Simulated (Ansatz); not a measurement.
We consider fluorite SrF₂, described by PBEsol in Ansatz (plane waves, PAW).

Settings: plane-wave cutoff 520 eV, 10×10×10 k mesh, Fermi–Dirac smearing 0.01 eV, scalar-relativistic PAW data made under PBE.

Computed points:

```json
[
 {"V (Å³/atom)": "14.955", "E − E_lowest (meV/atom)": "14.64"},
 {"V (Å³/atom)": "15.273", "E − E_lowest (meV/atom)": "6.25"},
 {"V (Å³/atom)": "15.591", "E − E_lowest (meV/atom)": "1.50"},
 {"V (Å³/atom)": "15.909", "E − E_lowest (meV/atom)": "0.00"},
 {"V (Å³/atom)": "16.228", "E − E_lowest (meV/atom)": "1.40"},
 {"V (Å³/atom)": "16.546", "E − E_lowest (meV/atom)": "5.39"},
 {"V (Å³/atom)": "16.864", "E − E_lowest (meV/atom)": "11.68"}
]
```

Q: Fit the third-order Birch–Murnaghan equation and give B0 and B′.

A: V0 = 15.909 Å³/atom, B0 = 72.9 GPa, B′ = 4.7 (fit to the energies at full precision).

Measured, for comparison: bulk modulus 69 GPa (temperature not stated, not corrected to a static lattice; as tabulated in On the Morphology of Group II Metal Fluoride Nanocrystals at Finite Temperature …). Computed (rounded) less measured: bulk modulus +6 %. A static lattice is as a rule a little smaller and stiffer than an uncorrected measurement, which can account for part of this.

Ansatz is a quantum-chemistry and plane-wave program.
